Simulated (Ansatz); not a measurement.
# PtSe2: the cost of one run

Computed with Ansatz 0.2.0 (DFT PBE+D3(BJ), scalar-relativistic, plane waves, PAW, unless a step's input says otherwise).

The COD entry's cell or inner coordinates are ideal or old and differ from later refinements, so a difference from it is no clean test against experiment.

2 further runs of the same task are left out: 2 that didn't finish.

## Step 1: Starting point

Symmetry: P-3m1, No. 164, trigonal system. The conventional cell has a = 3.724 Å, b = 3.724 Å, c = 5.062 Å, α = 90.00°, β = 90.00°, γ = 120.00°. Pt (site symmetry -3m) is surrounded by 6 Se at 2.49 Å. Se (site symmetry 3m) has 3 Pt at 2.49 Å as nearest neighbours.

Structure file:

```cif
data_structure
_symmetry_space_group_name_H-M 'P-3m1'
_symmetry_Int_Tables_number 164
_cell_length_a 3.7240
_cell_length_b 3.7240
_cell_length_c 5.0620
_cell_angle_alpha 90.000
_cell_angle_beta 90.000
_cell_angle_gamma 120.000
_cell_volume 60.80
loop_
_atom_site_label
_atom_site_type_symbol
_atom_site_symmetry_multiplicity
_atom_site_Wyckoff_symbol
_atom_site_fract_x
_atom_site_fract_y
_atom_site_fract_z
_atom_site_occupancy
Pt1 Pt 1 a 0.00000 0.00000 0.00000 1
Se1 Se 2 d 0.33333 0.66667 0.25000 1
```

The structure comes from the Crystallography Open Database.

## Step 9: The grid

Atoms count from 1 in the order of the input.

The upper layer of a bilayer is slid over the lower one; relaxed at each slide: nothing; the origin of the map has Se4 above Se3; the distance between the facing planes is held at 3.16 Å.

First coordinate, slide of the upper layer along the first cell vector, from Se4 above Se3: 6 values from 0.000 to 0.833, periodic. Second coordinate, slide of the upper layer along the second cell vector, from Se4 above Se3: 6 values from 0.000 to 0.833, periodic.

Nothing else is relaxed. Points are written as (first, second).

The two vectors of the plane (Å): (3.707, 0.000, 0.000); (-1.853, 3.210, 0.000).

(The set-up runs are not shown.)

## Step 10: Point (0/6, 0/6) of the map's two axes

The input, input.yaml:

```yaml
crystal:
  lattice:
    - [3.7069017468, 0.0, 0.0]
    - [-1.8534508734, 3.2102710821, 0.0]
    - [0.0, 0.0, 22.7988449202]
  atoms:
    - { symbol: Se, position: [0.6666666667, 0.3333333333, 0.1973784205] }
    - { symbol: Pt, position: [0.0, 0.0, 0.2554827339] }
    - { symbol: Se, position: [0.3333333333, 0.6666666667, 0.3135870473] }
    - { symbol: Se, position: [0.3333333333, 0.6666666667, 0.4521905604] }
    - { symbol: Pt, position: [1.0, 1.0, 0.5102948737] }
    - { symbol: Se, position: [0.6666666667, 0.3333333333, 0.5683991871] }
basis:
  ecutwfc: 420
kpoints:
  mp_grid: { grid: [9, 9, 1] }
hamiltonian:
  xc: pbe
  dispersion: d3bj
scf:
  occupations: { method: gaussian, width: 0.05 }
output:
  forces: true
  eigenvalues: true
efield:
  axis: 3
  dipole_correction: true
  ramp_width: 0.04
```

Started as:

```console
$ ansatz run input.yaml --threads 1 --pin off --max-ram 3072MiB --backend cpu --events-out ev --progress --plain --runs-dir out
```

**Question.** How long does this run take on 1 thread of Intel Xeon Platinum 8375C at 2.90GHz (Ice Lake), shared host, and how much memory does it need?

About 19 s, with a peak of 0.56 GiB.
